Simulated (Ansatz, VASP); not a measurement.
Two plane-wave programs on I

The input INCAR:

```
SYSTEM = I
PREC = Accurate
ENCUT = 520
EDIFF = 1E-7
ISMEAR = -1
SIGMA = 0.05
LREAL = .False.
LASPH = .True.
NELM = 100
ALGO = Normal
ISIF = 2
LWAVE = .False.
LCHARG = .False.
GGA = PE
NBANDS = 22
```

Contents of KPOINTS:

```
Automatic mesh
0
Gamma
  7 7 3
  0 0 0
```

The input POSCAR:

```
I
1.0
    3.7063282960     -2.4419931020      0.0000000000
    3.7063282960      2.4419931020      0.0000000000
    0.0000000000      0.0000000000      9.9855169996
I
4
Direct
    0.6493000000      0.3507000000      0.3844000000
    0.1493000000      0.8507000000      0.1156000000
    0.3507000000      0.6493000000      0.6156000000
    0.8507000000      0.1493000000      0.8844000000
```

Contents of input.yaml:

```yaml
crystal:
  lattice:
    - [3.706328296, -2.441993102, 0.0]
    - [3.706328296, 2.441993102, 0.0]
    - [0.0, 0.0, 9.9855169996]
  atoms:
    - { symbol: I, position: [0.6493, 0.3507, 0.3844] }
    - { symbol: I, position: [0.1493, 0.8507, 0.1156] }
    - { symbol: I, position: [0.3507, 0.6493, 0.6156] }
    - { symbol: I, position: [0.8507, 0.1493, 0.8844] }
hamiltonian:
  xc: pbe
  pseudopotentials: { kind: paw }
kpoints:
  mp_grid: { grid: [7, 7, 3] }
scf:
  occupations: { method: fermi_dirac, width: 0.05 }
output:
  forces: true
  stress: true
  eigenvalues: true
```

Alike in both runs: task single point; functional PBE; k mesh 7 × 7 × 3; occupations fermi-dirac, width 0.05 eV; no spin polarisation.

```csv
,VASP,Ansatz
version,VASP 6.6.1,Ansatz 0.2.0
potentials or method,"VASP PAW PBE potentials, release 64 (I)",Ansatz PAW
plane-wave cutoff (eV),520,420
valence electrons in the cell,28,68
```

Ansatz gave:

```
gap on the k mesh at the Fermi level (eV)       : 1.20
least direct gap on the mesh (eV)               : 1.26
pressure (GPa)                                  : 0.3
largest component of the traceless stress (GPa) : 0.57
rms of the force components (eV/Å)              : 0.223
```

Estimate VASP's values.

gap on the k mesh at the Fermi level (eV): 1.21; least direct gap on the mesh (eV): 1.27; pressure (GPa): 0.3; largest component of the traceless stress (GPa): 0.59; rms of the force components (eV/Å): 0.213.

Atom by atom the forces differ by 0.010 eV/Å (rms over components). The two sets of potentials don't hold the same shells in valence.

Caveats: spin-orbit coupling is left out, which moves the levels of the heavy elements; an odd mesh through Γ misses points on the zone boundary, where band edges often lie (VASP); odd divisions of the mesh miss points on the zone boundary, where band edges often lie, so the gap on the mesh can be too wide (Ansatz). As with any semilocal functional, this PBE gap is likely too small.
